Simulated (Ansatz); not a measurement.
# Sn (Immm) in Ansatz: further runs

Aim: see how the results for Sn move with the level of theory and the settings. Levels: revPBE+D3(BJ), revPBE+D4, BLYP+D3(BJ). Tasks: relaxation of cell and atoms.

Program: Ansatz 0.2.0. These are calculated values, not measurements. Logs are shortened: lines on timing, memory, paths and dates and some standing lists are left out, and cuts for length are marked.

## Step 1: The crystal as given

It takes space group Immm (No. 71, orthorhombic). Conventional cell: a = 3.453 Å, b = 3.551 Å, c = 4.677 Å, α = 90.00°, β = 90.00°, γ = 90.00°. Around Sn (site symmetry mmm) lie 12 Sn at 3.41 to 3.55 Å.

This isn't the form of Sn at room conditions, which is tetragonal (white tin).

## Step 2: Relaxation of cell and atoms, revPBE+D3(BJ)

The input, input.yaml:

```yaml
crystal:
  lattice:
    - [-1.726539, 1.775547, 2.338342]
    - [1.726539, -1.775547, 2.338342]
    - [1.726539, 1.775547, -2.338342]
  atoms:
    - { symbol: Sn, position: [0.0, 0.0, 0.0] }
hamiltonian:
  xc: revpbe
  pseudopotentials: { kind: paw }
  dispersion: d3bj
kpoints:
  mp_grid: { grid: [11, 11, 11] }
scf:
  occupations: { method: fermi_dirac, width: 0.05 }
output:
  forces: true
  stress: true
  eigenvalues: true
relax:
  f_tol: 0.01
  max_steps: 40
  cell: { stress_tol: 0.05 }
```

Potentials or basis: Ansatz PAW.

Started as:

```
$ ansatz run input.yaml --threads 2 --pin off --max-ram 5632MiB --backend cpu --events-out ev --progress --plain --runs-dir out
```

Standard output:

```text
Warning: RAYON_NUM_THREADS=2 ignored (pool sized by the plan → 2); use --threads N
Engine: ansatz 0.2.0, aarch64-unknown-linux-gnu
Pseudopotentials: kind: paw
Pseudopotential: Sn, paw, valence charge 14, recommended cutoff 420 eV (normal), Sn.paw.azcp
Functional definition: revPBE
  parameter kappa = 1.245
  parameter beta = 0.06672455060314922
  exchange = pbe_x(kappa = kappa, mu = beta*pi^2/3)
  correlation = pbe_c(beta = beta)
Crystal: 1 atoms, lattice volume = 28.673 Å³
Basis set: ecut = 420 eV, 547 PW (Γ), exchange–correlation on 48×48×48 points (8 copies of the dense FFT grid, shifted against one another)
Bands: 11, of which v1, the nominal top of the filled ones, is band 7 counted from 1 (6 counted from 0)
Symmetry: 8 space group operations
Space group: Immm (ITA 71), of the structure as read, at distance tolerance 3.1e-5 Å
k-points: 216 of 1331
Non-local potential: Sn, projectors of the file, l = 0: 2, l = 1: 2, l = 2: 2, l = 3: 2
PAW form: soft (Blöchl's): semilocal exchange-correlation on the pseudo side does not see the compensation charge
PAW frozen core: Sn, regenerated for the run's functional, and the local potential with it (the file was generated under x = pbe(κ = 0.804, μ = 0.2195149727645171), c = pbe(β = 0.06672455060314922))
PAW one-centre angular grid: Sn, 590 points (default); XC on 64 Gauss nodes
Initial density: superposition of atomic densities (neutral atoms: chi_scale 0, normalization atom), corrected by the library's trained network
Initial wavefunctions: pseudopotential atomic-orbital guess
Functional: x = revpbe(κ = 1.245, μ = 0.2195149727645171), c = pbe(β = 0.06672455060314922)
SCF iter   1: F=—  HF=-6030.917436 eV  |F-HF|=—  |Δ(HF+E_count)|=         —  Δρ=1.67e-3  dr2=5.08e-4  ethr=1.77e-3  ⟨swp⟩=5.8  Hψ=14422  notcnv=0
preconditioner: auto → none  [metal: Δε(μ)=0.033 eV  Ē_g=22.910 eV  σ=0.050 eV  W_gap=0.16  n_scr=8 (ndim 8)  ℏωp=25.9 eV  f_vac=0.000  D(μ)=0.42/eV (n_scr^D=0)  sad-step TF]
SCF iter   2: F=—  HF=-6030.916685 eV  |F-HF|=—  |Δ(HF+E_count)|=   7.51e-4  Δρ=7.28e-4  dr2=1.06e-4  ethr=3.63e-6  ⟨swp⟩=2.0  Hψ=5459  notcnv=0
SCF iter   3: F=—  HF=-6030.916708 eV  |F-HF|=—  |Δ(HF+E_count)|=   2.33e-5  Δρ=2.36e-4  dr2=1.23e-5  ethr=7.60e-7  ⟨swp⟩=1.0  Hψ=2342  notcnv=0
SCF iter   4: F=—  HF=-6030.916713 eV  |F-HF|=—  |Δ(HF+E_count)|=   4.51e-6  Δρ=1.73e-5  dr2=5.47e-8  ethr=8.80e-8  ⟨swp⟩=2.6  Hψ=3664  notcnv=0
iter 5 did not close the SCF: its close was put off for the readings that it lacked (scf_convergence_deferred on its scf_iter line)
SCF iter   5: F=-6030.916713 eV  HF=-6030.916713 eV  |F-HF|=2.97e-10  |Δ(HF+E_count)|=   1.75e-8  Δρ=1.48e-6  dr2=7.07e-10  ethr=3.91e-10  ⟨swp⟩=2.0  Hψ=3849  notcnv=0
SCF iter   6: F=-6030.916713 eV  HF=-6030.916713 eV  |F-HF|=9.09e-13  |Δ(HF+E_count)|=  4.64e-11  Δρ=2.20e-7  dr2=1.22e-11  ethr=5.05e-12  ⟨swp⟩=2.6  Hψ=8517  notcnv=0
SCF 1 converged in 6 iterations: F = -6030.916713 eV  dr2 = 1.22e-11
relax step   1: F+E_penalty+E_count = -6030.91671273 eV  Δ(F+E_penalty+E_count) = +0.000e0 eV  max|allowed force component| = 0.000e0 eV/Å  Δτ_max = 0.0000 Å  P = -3.825 GPa  Ω = 28.673 Å³  (6 SCF iters, dr2 threshold 1.00e-7 eV, accepted)
Crystal: 1 atoms, lattice volume = 26.292 Å³
Basis set: ecut = 420 eV, 535 PW (Γ), exchange–correlation on 48×48×48 points (8 copies of the dense FFT grid, shifted against one another)
[... 38 lines left out ...]
SCF iter   2: F=—  HF=-6030.949425 eV  |F-HF|=—  |Δ(HF+E_count)|=   3.95e-7  Δρ=4.46e-5  dr2=7.89e-8  ethr=2.64e-9  ⟨swp⟩=2.0  Hψ=3884  notcnv=0
SCF iter   3: F=—  HF=-6030.949425 eV  |F-HF|=—  |Δ(HF+E_count)|=   2.74e-7  Δρ=9.55e-6  dr2=3.52e-9  ethr=5.63e-10  ⟨swp⟩=3.0  Hψ=3940  notcnv=0
SCF iter   4: F=—  HF=-6030.949425 eV  |F-HF|=—  |Δ(HF+E_count)|=   1.82e-8  Δρ=1.45e-6  dr2=2.22e-10  ethr=2.52e-11  ⟨swp⟩=2.0  Hψ=3884  notcnv=0
SCF iter   5: F=-6030.949425 eV  HF=-6030.949425 eV  |F-HF|=1.82e-12  |Δ(HF+E_count)|=  1.64e-10  Δρ=3.63e-8  dr2=2.14e-13  ethr=1.00e-12  ⟨swp⟩=4.0  Hψ=9784  notcnv=0
SCF 6 converged in 5 iterations: F = -6030.949425 eV  dr2 = 2.14e-13
relax step   6: F+E_penalty+E_count = -6030.94942506 eV  Δ(F+E_penalty+E_count) = +4.983e-4 eV  max|allowed force component| = 0.000e0 eV/Å  Δτ_max = 0.0000 Å  P = -0.006 GPa  Ω = 26.356 Å³  stress off target by 1.77e-2 GPa  SCF on the basis re-selected at this cell (its energy is not comparable with the rows above)  (5 SCF iters)
basis re-selected at this cell: Δ(F+E_penalty+E_count) = +4.983e-4 eV, ΔP = -0.001 GPa vs the last step (what re-selecting the basis moved, of the pressure what is left beyond the Pulay correction that the steps carried, after the strain that the cell walked since its last selection, with what the two solves' SCF thresholds leave and, on support functions, any second-order correction that the steps lacked; it is no measure of the basis error at this ecutwfc). This SCF's stress stands 1.77e-2 GPa from its target on what of the cell is left free (relax.cell.stress_tol is 5.00e-2 GPa) and its largest allowed force component is 0.00e0 eV/Å (relax.f_tol is 1.00e-2 eV/Å): within both
SCF converged after 5 iterations
Free energy (F): -6030.949425 eV
Harris-Foulkes:  -6030.949425 eV  (|F-HF|=1.82e-12)
Internal energy: -6030.944776 eV  (E = F + TS)
E sigma→0 (E₀):  -6030.947100 eV
Entropy (-TS):   -0.004649 eV (-4.649 meV/atom)
Fermi energy:    11.446319 eV
--- Per-component energies (eV) ---
  E_band       = -73.694302
  E_kinetic    = 186.193328
  E_local      = -801.336903  (includes V_loc(G=0)·N_el)
  E_nonlocal   = -33.166585
  E_hartree    = 511.722181
  E_xc         = -383.593499
  E_vxc        = -96.169021  (∫ρ·V_xc dr)
  E_paw        = -4140.476904  (= ΣΔE_a)
  E_vpaw       = -352.659473  (= ΣTr[D̂ρ^β])
  E_aug_tail   = -0.000000  (compensation charges beyond the density's cutoff)
  E_ewald      = -1369.573448
  E_disp       = -0.731962  (pairwise vdW)
  E_core_change = 0.019018  (= ΣΔE_core)
  E_smearing   = -0.004649  (= −TS)
  E_closure    = -0.000000  (closes the sum)
  Σ components = -6030.949425   (vs F -6030.949425, Δ=0.00e0)
--- Forces (eV/Å), atoms counted from 1 ---
  atom   1  Sn     0.00000000     0.00000000     0.00000000
  max |Σ_I F_I| component: 0.00e0 eV/Å
--- Stress (GPa, compression-positive) ---
       -0.017696       0.000000       0.000000
        0.000000      -0.016443       0.000000
        0.000000       0.000000       0.017594
  P = ⅓ Tr σ = -0.0055 GPa (-0.055 kbar)
--- Band table (eV; the first three rows and the last of 216) ---
  k-point 0: bands = ["-10.1677", "-10.1677", "-10.1420", "-10.0910", "-10.0594", "0.1066", "19.4141", "19.4982", "19.4986", "22.0759", "23.3984"]
  k-point 1: bands = ["-10.1749", "-10.1516", "-10.1298", "-10.0951", "-10.0572", "0.3339", "18.3489", "18.4784", "18.6456", "20.8320", "23.8693"]
  k-point 2: bands = ["-10.1944", "-10.1130", "-10.1080", "-10.0968", "-10.0456", "1.0171", "16.6697", "16.7091", "16.8496", "19.4709", "20.7456"]
  k-point 215: bands = ["-10.2399", "-10.1876", "-10.0053", "-9.9726", "-9.9679", "7.0866", "8.0747", "12.1537", "13.3519", "16.8031", "18.1202"]
--- Relaxed structure (5 steps of the walk, 5 accepted, 1 SCFs on fresh bases) ---
  F+E_penalty+E_count = -6030.94942506 eV   max|allowed force component| = 0.000e0 eV/Å   (the final SCF, on the basis selected at the relaxed cell)
  cell:  # Å, volume = 26.3556 Å³
    - [-1.6923412349524205, 1.692313431515379, 2.300612945689382]
    - [1.6923412349524205, -1.692313431515379, 2.300612945689382]
    - [1.6923412349524205, 1.692313431515379, -2.300612945689382]
  atoms:
    - { symbol: Sn, position: [0.0, 0.0, 0.0] }
```

Run time: 13 s. Hardware: 2 threads of Arm Neoverse V1, shared host; peak memory 0.36 GiB.

Results:

```
Free energy                            : -6030.9494 eV
Relaxed volume                         : 26.36 Å³/atom
Relaxed cell                           : a = 3.320 Å, b = 3.320 Å, c = 3.320 Å, α = 118.70°, β = 118.70°, γ = 92.26°
Space group after relaxing (to 0.05 Å) : I4/mmm (No. 139)
Energy gained by relaxing              : 32.7 meV/atom
Ionic steps                            : 6
Pressure after relaxing                : 0.0 GPa
Band gap on the k mesh                 : none (metal or under the smearing width)
```

Step by step:
| step | energy change (eV) | largest force (eV/Å) | volume (Å³) |
| --- | --- | --- | --- |
| 1 | 0.0000 | 0.0000 | 28.67 |
| 2 | -0.0326 | 0.0000 | 26.29 |
| 3 | -0.0331 | 0.0000 | 26.33 |
| 4 | -0.0332 | 0.0000 | 26.36 |
| 5 | -0.0332 | 0.0000 | 26.36 |
| 6 | -0.0327 | 0.0000 | 26.36 |

Final structure:
```
Sn
1.0
    -1.69234    1.69231    2.30061
     1.69234   -1.69231    2.30061
     1.69234    1.69231   -2.30061
Sn
1
Direct
  0.00000 0.00000 0.00000
```

Caveat: the plane-wave basis is chosen anew once the cell has moved, so the energies of steps on either side of that aren't comparable; pairwise dispersion overbinds metals, which lowers pressure and volume; the PAW data sets come from PBE, with cores solved anew for the run's functional, which leaves a small shift of forces and pressure.

## Step 3: Relaxation of cell and atoms, revPBE+D4

Edit input.yaml of step 2 so:

```diff
@@ -10,3 +10,3 @@
   pseudopotentials: { kind: paw }
-  dispersion: d3bj
+  dispersion: d4
 kpoints:
```

Potentials or basis: Ansatz PAW.

Started as:

```
$ ansatz run input.yaml --threads 2 --pin off --max-ram 5632MiB --backend cpu --events-out ev --progress --plain --runs-dir out
```

Run time: 14 s. Hardware: 2 threads of Arm Neoverse V1, shared host; peak memory 0.36 GiB.

Results (log left out):

* Free energy: -6030.8701 eV
* Relaxed volume: 26.71 Å³/atom
* Relaxed cell: a = 3.334 Å, b = 3.334 Å, c = 3.334 Å, α = 118.68°, β = 118.68°, γ = 92.30°
* Space group after relaxing (to 0.05 Å): I4/mmm (No. 139)
* Energy gained by relaxing: 24.2 meV/atom
* Ionic steps: 6
* Pressure after relaxing: 0.0 GPa
* Band gap on the k mesh: none (metal or under the smearing width)

Step by step:
| step | energy change (eV) | largest force (eV/Å) | volume (Å³) |
| --- | --- | --- | --- |
| 1 | 0.0000 | 0.0000 | 28.67 |
| 2 | -0.0240 | 0.0000 | 26.64 |
| 3 | -0.0245 | 0.0000 | 26.68 |
| 4 | -0.0246 | 0.0000 | 26.71 |
| 5 | -0.0246 | 0.0000 | 26.71 |
| 6 | -0.0242 | 0.0000 | 26.71 |

Final structure:
```xyz
1
Lattice="-1.7002 1.7001 2.3099 1.7002 -1.7001 2.3099 1.7002 1.7001 -2.3099" Properties=species:S:1:pos:R:3 pbc="T T T"
Sn    0.0000    0.0000    0.0000
```

Levels at points of the mesh, in eV from the Fermi level:
```csv
k point,band 4,band 5,band 6,band 7,band 8,band 9,band 10,band 11
"(0.00, 0.00, 0.00)",-21.54,-21.50,-11.24,7.85,7.94,7.94,10.62,11.87
```

Caveat: the plane-wave basis is chosen anew once the cell has moved, so the energies of steps on either side of that aren't comparable; pairwise dispersion overbinds metals, which lowers pressure and volume; the PAW data sets come from PBE, with cores solved anew for the run's functional, which leaves a small shift of forces and pressure.

## Step 4: Relaxation of cell and atoms, BLYP+D3(BJ)

Edit input.yaml of step 3 so:

```diff
@@ -8,5 +8,5 @@
 hamiltonian:
-  xc: revpbe
+  xc: blyp
   pseudopotentials: { kind: paw }
-  dispersion: d4
+  dispersion: d3bj
 kpoints:
```

Started as:

```
$ ansatz run input.yaml --threads 2 --pin off --max-ram 5632MiB --backend cpu --events-out ev --progress --plain --runs-dir out
```

It took 16 s on 2 threads of Arm Neoverse V1, shared host; peak memory 0.36 GiB.

Results (log left out):

```
Free energy                            : -6041.2605 eV
Relaxed volume                         : 27.64 Å³/atom
Relaxed cell                           : a = 3.377 Å, b = 3.377 Å, c = 3.377 Å, α = 118.95°, β = 118.95°, γ = 91.83°
Space group after relaxing (to 0.05 Å) : I4/mmm (No. 139)
Energy gained by relaxing              : 8.8 meV/atom
Ionic steps                            : 6
Pressure after relaxing                : 0.0 GPa
Band gap on the k mesh                 : none (metal or under the smearing width)
```

Step by step:
| step | energy change (eV) | largest force (eV/Å) | volume (Å³) |
| --- | --- | --- | --- |
| 1 | 0.0000 | 0.0000 | 28.67 |
| 2 | -0.0082 | 0.0000 | 27.64 |
| 3 | -0.0088 | 0.0000 | 27.56 |
| 4 | -0.0089 | 0.0000 | 27.63 |
| 5 | -0.0090 | 0.0000 | 27.64 |
| 6 | -0.0088 | 0.0000 | 27.64 |

Final structure:
```cif
data_structure
_symmetry_space_group_name_H-M 'P 1'
_symmetry_Int_Tables_number 1
_cell_length_a 3.3765
_cell_length_b 3.3765
_cell_length_c 3.3765
_cell_angle_alpha 118.949
_cell_angle_beta 118.950
_cell_angle_gamma 91.830
_cell_volume 27.64
loop_
_atom_site_label
_atom_site_type_symbol
_atom_site_fract_x
_atom_site_fract_y
_atom_site_fract_z
_atom_site_occupancy
Sn1 Sn 0.00000 0.00000 0.00000 1
```

Levels at points of the mesh, in eV from the Fermi level:
```tsv
k point	band 3	band 4	band 5	band 6	band 7	band 8	band 9	band 10	band 11
(0.00, 0.00, 0.00)	-21.58	-21.53	-21.51	-11.04	7.30	7.35	7.35	10.93	11.79
```

Caveat: the plane-wave basis is chosen anew once the cell has moved, so the energies of steps on either side of that aren't comparable; pairwise dispersion overbinds metals, which lowers pressure and volume; the PAW data sets come from PBE, with cores solved anew for the run's functional, which leaves a small shift of forces and pressure.

## Step 5: Overview

| level | gap on the mesh (eV) | pressure (GPa) | relaxed volume (Å³/atom) |
| --- | --- | --- | --- |
| revPBE+D3(BJ) | none | 0.0 | 26.36 |
| revPBE+D4 | none | 0.0 | 26.71 |
| BLYP+D3(BJ) | none | 0.0 | 27.64 |

Alike in all rows: task relaxation of cell and atoms; potentials or basis Ansatz PAW; no spin polarisation; cell relaxed; k mesh 11 × 11 × 11; cutoff (eV) 420; smearing fermi-dirac 0.05 eV.

Caveats: the plane-wave basis is chosen anew once the cell has moved, so the energies of steps on either side of that aren't comparable; pairwise dispersion overbinds metals, which lowers pressure and volume; the PAW data sets come from PBE, with cores solved anew for the run's functional, which leaves a small shift of forces and pressure.

Absolute energies hang on the potentials; compare differences alone.
